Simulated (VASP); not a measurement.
# SnO in VASP: notebook

One slab, SnO, is run at these levels: PBE; tasks: single point.

Everything below comes from runs of VASP 6.6.1. Logs are shortened: lines on timing, memory, paths and dates and some standing lists are left out, and cuts for length are marked.

**1. Starting point**

The cell holds a slab with vacuum, 4 atoms: a = 3.799 Å, b = 3.799 Å, c = 17.736 Å, α = 90.00°, β = 90.00°, γ = 97.68°.

**2. Single point, PBE**

Input file INCAR:

```
PREC = Accurate
ENCUT = 460
EDIFF = 1E-7
ISMEAR = 0
SIGMA = 0.05
LREAL = False
LASPH = True
NELM = 120
ALGO = Normal
ISIF = 2
LWAVE = False
LCHARG = False
GGA = PE
NBANDS = 32
LVHAR = True
LVACPOTAV = True
IDIPOL = 3
```

Input file KPOINTS:

```
Automatic mesh
0
Gamma
  6 6 1
```

Input file POSCAR:

```
SnO
1.0
    3.7986313300      0.0000000000      0.0000000000
   -0.5079724300      3.7645137800      0.0000000000
    0.0000000000      0.0000000000     17.7355200000
Sn O
2 2
Direct
    0.0000000000      0.0000000000      0.4238206717
    0.4410000000      0.5590000000      0.5780602993
    0.0700000000      0.5700000000      0.4990595145
    0.4300000000      0.9300000000      0.4990595145
```

Potentials or basis: VASP PAW PBE potentials, release 64 (Sn_d, O).

On the command line:

```console
$ cat potpaw_PBE.64/Sn_d/POTCAR potpaw_PBE.64/O/POTCAR > POTCAR
$ mpirun -np 1 vasp_std > vasp.out
```

OUTCAR:

```text
PREC = Accurate
   ENCUT = 460
   EDIFF = 1E-7
   ISMEAR = 0
   LREAL = False
   LASPH = True
   NELM = 120
   ISIF = 2
   GGA = PE

 Found     13 irreducible k-points:

 Following reciprocal coordinates:
            Coordinates               Weight
  0.000000  0.000000  0.000000      1.000000
  0.166667  0.000000  0.000000      4.000000
  0.333333  0.000000  0.000000      4.000000
  0.500000  0.000000  0.000000      2.000000
  0.166667  0.166667  0.000000      2.000000
  0.333333  0.166667  0.000000      4.000000
   k-points           NKPTS =     13   k-points in BZ     NKDIM =     13   number of bands    NBANDS=     32
   number of dos      NEDOS =    301   number of ions     NIONS =      4
   total plane-waves  NPLWV =  98784
   dimension x,y,z NGX =    28 NGY =   28 NGZ =  126
   dimension x,y,z NGXF=    56 NGYF=   56 NGZF=  252
   ions per type =               2   2
   NGX,Y,Z   is equivalent  to a cutoff of  12.25, 12.25, 11.81 a.u.
   NGXF,Y,Z  is equivalent  to a cutoff of  24.51, 24.51, 23.62 a.u.
 SYSTEM =  unknown system
   PREC   = accura    normal or accurate (medium, high low for compatibility)
   ISTART =      0    job   : 0-new  1-cont  2-samecut
   ICHARG =      2    charge: 1-file 2-atom 10-const
   ISPIN  =      1    spin polarized calculation?
   LNONCOLLINEAR =      F non collinear calculations
   LSORBIT =      F    spin-orbit coupling
   LASPH  =      T    aspherical Exc in radial PAW
   ENCUT  =  460.0 eV  33.81 Ry    5.81 a.u.   6.64  6.64 31.02*2*pi/ulx,y,z
   NELM   =    120;   NELMIN=  2; NELMDL= -5     # of ELM steps
   EDIFF  = 0.1E-06   stopping-criterion for ELM
   LREAL  =      F    real-space projection
   EDIFFG = 0.1E-05   stopping-criterion for IOM
   NSW    =      0    number of steps for IOM
   IBRION =     -1    ionic relax: 0-MD 1-quasi-New 2-CG
   NFREE  =      0    steps in history (QN), initial steepest desc. (CG)
   ISIF   =      2    stress and relaxation
   ISYM   =      2    0-nonsym 1-usesym 2-fastsym
   POTIM  = 0.5000    time-step for ionic-motion
   TEBEG  =    0.0;   TEEND  =   0.0 temperature during run
   PSTRESS=    0.0 pullay stress
   NELECT =      40.0000    total number of electrons
   NUPDOWN=      -1.0000    fix difference up-down
   EMIN   =  10.00;   EMAX   =-10.00  energy-range for DOS
   EFERMI =   0.00;   METHOD = LEGACY
   ISMEAR =     0;   SIGMA  =   0.05  broadening in eV -4-tet -1-fermi 0-gaus
   EFERMI_NEDOS =   21; number of points for ismear=-14 and -15
   IALGO  =     38    algorithm
   IMIX   =      4    mixing-type and parameters
     AMIX     =   0.40;   BMIX     =  1.00
     AMIX_MAG =   1.60;   BMIX_MAG =  1.00
  volume/ion in A,a.u.               =      63.40       427.87
  Fermi-wavevector in a.u.,A,eV,Ry     =   0.884507  1.671477 10.644565  0.782353
  Thomas-Fermi vector in A             =   2.005417
   LORBIT       =      0    0 simple, 1 ext, 2 COOP (PROOUT), +10 PAW based schemes
   GGA     = PE    functional components
   LHFCALC =     F    Hartree Fock is set to
   AEXX    =    0.0000 exact exchange contribution
   IVDW    =     0    specifies the selected vdW correction
   LEPSILON=     F    determine dielectric tensor
   LRPA    =     F    only Hartree local field effects (RPA)
 non-spin polarized calculation
 Gauss-broadening in eV      SIGMA  =   0.05
  energy-cutoff  :      460.00
  volume of cell :      253.62
 maximum number of plane-waves:      5708
 NGX is ok and might be reduce to    28
   NGX = 13   NGY = 13   NGZ = 63

 number of electron      40.0000000 magnetization

 Free energy of the ion-electron system (eV)
  ---------------------------------------------------
  ext. energy  EPLUGINS =         0.00000000
  ---------------------------------------------------
  free energy    TOTEN  =       -18.74677236 eV

  energy without entropy =      -18.74483623  energy(sigma->0) =      -18.74580430

 E-fermi :   0.0543     XC(G=0):  -3.7379

 val. band max:        0.0159974223   @ k =  -0.3333   0.3333   0.0000
 cond. band min:       0.0673457576   @ k =   0.5000   0.5000   0.0000
 fundamental gap:      0.0513483353
 Fermi energy:         0.0543385612

 k-point     1 :       0.0000    0.0000    0.0000
  band No.  band energies     occupation
      1     -22.8813      2.00000
      2     -22.5321      2.00000
      3     -22.3488      2.00000
      4     -22.3196      2.00000
      5     -22.2971      2.00000
      6     -22.2879      2.00000
      7     -22.2509      2.00000
      8     -22.2319      2.00000
      9     -22.2139      2.00000
     10     -22.1489      2.00000
     11     -20.6117      2.00000
     12     -17.0481      2.00000
     13      -9.6457      2.00000
     14      -7.1804      2.00000
     15      -5.8658      2.00000
     16      -5.1424      2.00000
     17      -4.7418      2.00000
     18      -3.3478      2.00000
     19      -3.2093      2.00000
     20      -0.0729      1.99968
     21       0.6919      0.00000
     22       1.6097      0.00000
     23       2.7907      0.00000
     24       3.1628      0.00000
     25       3.2187      0.00000
     26       3.9908      0.00000
     27       4.5419      0.00000
     28       4.7699      0.00000
     29       5.2674      0.00000
     30       5.8483      0.00000
     31       6.8733      0.00000
     32       7.5101      0.00000

 k-point     2 :       0.1667    0.0000    0.0000
  band No.  band energies     occupation
      1     -22.9035      2.00000
      2     -22.5176      2.00000
      3     -22.3421      2.00000
      4     -22.3220      2.00000
      5     -22.2976      2.00000
      6     -22.2906      2.00000
      7     -22.2573      2.00000
      8     -22.2281      2.00000
      9     -22.2125      2.00000
     10     -22.1456      2.00000
     11     -20.5078      2.00000
     12     -17.1477      2.00000
     13      -9.5531      2.00000
     14      -7.0167      2.00000
     15      -5.9362      2.00000
     16      -5.4193      2.00000
     17      -4.3950      2.00000
     18      -3.8189      2.00000
     19      -2.9024      2.00000
     20      -0.6442      2.00000
     21       1.2403      0.00000
     22       1.7077      0.00000
     23       2.4476      0.00000
     24       2.9005      0.00000
     25       3.2708      0.00000
     26       3.4912      0.00000
     27       4.3093      0.00000
     28       4.8212      0.00000
     29       5.4392      0.00000
     30       6.1414      0.00000
     31       7.5059      0.00000
     32       7.7501      0.00000

 k-point     3 :       0.3333    0.0000    0.0000
  band No.  band energies     occupation
      1     -22.9428      2.00000
      2     -22.4970      2.00000
      3     -22.3334      2.00000
      4     -22.3264      2.00000
      5     -22.2973      2.00000
      6     -22.2933      2.00000
      7     -22.2660      2.00000
      8     -22.2208      2.00000
      9     -22.2087      2.00000
     10     -22.1377      2.00000
     11     -20.2784      2.00000
     12     -17.3747      2.00000
     13      -9.3174      2.00000
     14      -6.6773      2.00000
     15      -6.1367      2.00000
     16      -5.4772      2.00000
     17      -4.6302      2.00000
     18      -3.8915      2.00000
     19      -2.7258      2.00000
     20      -1.2197      2.00000
     21       0.8280      0.00000
     22       1.1043      0.00000
     23       2.2039      0.00000
     24       3.0003      0.00000
     25       3.9692      0.00000
     26       4.1739      0.00000
     27       4.7494      0.00000
     28       5.2339      0.00000
     29       6.0217      0.00000
     30       6.4692      0.00000
     31       6.9728      0.00000
     32       7.3146      0.00000

 k-point     4 :       0.5000    0.0000    0.0000
  band No.  band energies     occupation
      1     -22.9606      2.00000
      2     -22.4907      2.00000
      3     -22.3332      2.00000
      4     -22.3263      2.00000
      5     -22.2980      2.00000
      6     -22.2912      2.00000
      7     -22.2693      2.00000
      8     -22.2184      2.00000
      9     -22.2048      2.00000
     10     -22.1332      2.00000
     11     -20.1488      2.00000
     12     -17.5061      2.00000
     13      -9.1601      2.00000
     14      -6.6625      2.00000
     15      -5.8512      2.00000
     16      -5.7324      2.00000
     17      -4.8869      2.00000
     18      -3.6846      2.00000
     19      -2.8361      2.00000
     20      -1.3223      2.00000
     21       0.2723      0.00000
     22       0.5410      0.00000
     23       2.6760      0.00000
     24       3.5748      0.00000
     25       4.6728      0.00000
     26       4.8427      0.00000
     27       5.0971      0.00000
     28       5.3606      0.00000
     29       5.6409      0.00000
     30       5.9264      0.00000
     31       6.5999      0.00000
     32       7.2127      0.00000

 k-point     5 :       0.1667    0.1667    0.0000
  band No.  band energies     occupation
      1     -22.9264      2.00000
      2     -22.4964      2.00000
      3     -22.3367      2.00000
      4     -22.3251      2.00000
      5     -22.2933      2.00000
      6     -22.2875      2.00000
      7     -22.2735      2.00000
      8     -22.2251      2.00000
      9     -22.2117      2.00000
     10     -22.1420      2.00000
     11     -20.3937      2.00000
     12     -17.2758      2.00000
     13      -9.4509      2.00000
     14      -6.3871      2.00000
     15      -6.1551      2.00000
     16      -5.8651      2.00000
     17      -4.3092      2.00000
     18      -3.8845      2.00000
     19      -2.5582      2.00000
     20      -1.4912      2.00000
     21       1.3755      0.00000
     22       1.9171      0.00000
     23       2.0498      0.00000
     24       2.8906      0.00000
     25       3.0696      0.00000
     26       3.6209      0.00000
     27       3.6948      0.00000
     28       4.9362      0.00000
     29       5.3797      0.00000
     30       6.4623      0.00000
     31       7.8213      0.00000
     32       8.5541      0.00000

 k-point     6 :       0.3333    0.1667    0.0000
  band No.  band energies     occupation
      1     -22.9612      2.00000
      2     -22.4831      2.00000
      3     -22.3325      2.00000
      4     -22.3263      2.00000
      5     -22.2948      2.00000
      6     -22.2888      2.00000
      7     -22.2713      2.00000
      8     -22.2215      2.00000
      9     -22.2075      2.00000
     10     -22.1351      2.00000
     11     -20.1771      2.00000
     12     -17.4555      2.00000
     13      -9.3121      2.00000
     14      -6.5736      2.00000
     15      -6.1163      2.00000
     16      -5.6340      2.00000
     17      -4.7575      2.00000
     18      -3.5625      2.00000
     19      -2.4511      2.00000
     20      -1.6002      2.00000
     21       0.5017      0.00000
     22       1.2264      0.00000
     23       2.4025      0.00000
     24       2.7885      0.00000
     25       3.3742      0.00000
     26       4.2116      0.00000
     27       4.5508      0.00000
     28       5.4135      0.00000
     29       5.9523      0.00000
     30       6.7712      0.00000
     31       7.0265      0.00000
     32       7.4093      0.00000

 [... further k-points ...]

------------------------ aborting loop because EDIFF is reached ----------------------------------------

 dipolmoment           0.000000      0.000000      0.003175 electrons x Angstroem

  FORCE on cell =-STRESS in cart. coord.  units (eV):
  Direction    XX          YY          ZZ          XY          YZ          ZX
  --------------------------------------------------------------------------------------
  -------------------------------------------------------------------------------------
  Total        6.4999528      8.7184447     -1.0702537      8.2204692     -2.7874017      3.1887767
  in kB       41.0620685     55.0769191     -6.7611000     51.9310647    -17.6088172     20.1444181
  external PRESSURE =      29.7926292 kB  Pullay stress =       0.0000000 kB

 VOLUME and BASIS-vectors are now :
 -----------------------------------------------------------------------------
  energy-cutoff  :      460.00
  volume of cell :      253.62
      direct lattice vectors                 reciprocal lattice vectors
     3.798631330  0.000000000  0.000000000     0.263252712  0.035522548  0.000000000
    -0.507972430  3.764513780  0.000000000     0.000000000  0.265638555  0.000000000
     0.000000000  0.000000000 17.735520000     0.000000000  0.000000000  0.056384025

 POSITION                                       TOTAL-FORCE (eV/Angst)
 -----------------------------------------------------------------------------------
      0.00000      0.00000      7.51668        -0.717106      0.626841      1.409755
      1.39124      2.10436     10.25220         1.586587     -1.386876      0.751673
     -0.02364      2.14577      8.85108        -6.581031     -6.651339     -1.080714
      1.16100      3.50100      8.85108         5.711550      7.411374     -1.080714
 -----------------------------------------------------------------------------------
    total drift:                                0.000522     -0.000456      0.000682

  FREE ENERGIE OF THE ION-ELECTRON SYSTEM (eV)
  ---------------------------------------------------
  free  energy   TOTEN  =       -18.7467687642 eV

  energy  without entropy=      -18.7448326361  energy(sigma->0) =      -18.74580070
```

Wall time 67 s (1 thread of Intel Xeon 6975P-C (Granite Rapids), shared host); peak memory 0.32 GiB.

These settings aren't checked as converged: the numbers below hold their error.

Results:

```yaml
Free_energy: -18.7468 eV
Largest_force: 9.419 eV/Å
Band_gap_on_the_k_mesh: 0.05 eV, indirect (least direct gap 0.26 eV)
```

Caveat: the cutoff is under 1.25 times the usual one of these potentials, so pressure, stress and relaxed cells hold a basis-set (Pulay) error; spin-orbit coupling is left out, which moves the levels of the heavy elements.

**3. Single point, PBE**

This run uses another cell than the first one, of 52.68 Å³/atom, 0.831 times its volume.

Input file INCAR:

```
PREC = Accurate
ENCUT = 650
EDIFF = 1E-7
ISMEAR = 0
SIGMA = 0.05
LREAL = False
LASPH = True
NELM = 120
ALGO = Normal
ISIF = 2
LWAVE = False
LCHARG = False
LDIPOL = True
IDIPOL = 3
DIPOL = 0.5 0.5 0.500
GGA = PE
NBANDS = 32
LVHAR = True
LVACPOTAV = True
```

KPOINTS is that of step 2.

Input file POSCAR:

```
SnO
1.0
    3.7986313300      0.0000000000      0.0000000000
   -0.5079724300      3.7645137800      0.0000000000
    0.0000000000      0.0000000000     14.7355200000
Sn O
2 2
Direct
    0.0000000000      0.0000000000      0.4083113456
    0.4410000000      0.5590000000      0.5939525717
    0.0700000000      0.5700000000      0.4988680413
    0.4300000000      0.9300000000      0.4988680413
```

Potentials or basis: VASP PAW PBE potentials, release 64 (Sn_d, O).

On the command line:

```console
$ cat potpaw_PBE.64/Sn_d/POTCAR potpaw_PBE.64/O/POTCAR > POTCAR
$ mpirun -np 1 vasp_std > vasp.out
```

It took 73 s on 1 thread of Intel Xeon 6975P-C (Granite Rapids), shared host; peak memory 0.4 GiB.

These settings aren't checked as converged: the numbers below hold their error.

What came out:

- Free energy: -18.7503 eV
- Largest force: 9.411 eV/Å
- Band gap on the k mesh: 0.05 eV, indirect (least direct gap 0.26 eV)
- Ionisation potential of the upper face: 3.02 eV

Caveat: spin-orbit coupling is left out, which moves the levels of the heavy elements.

(Continued in part 2 of 2.)
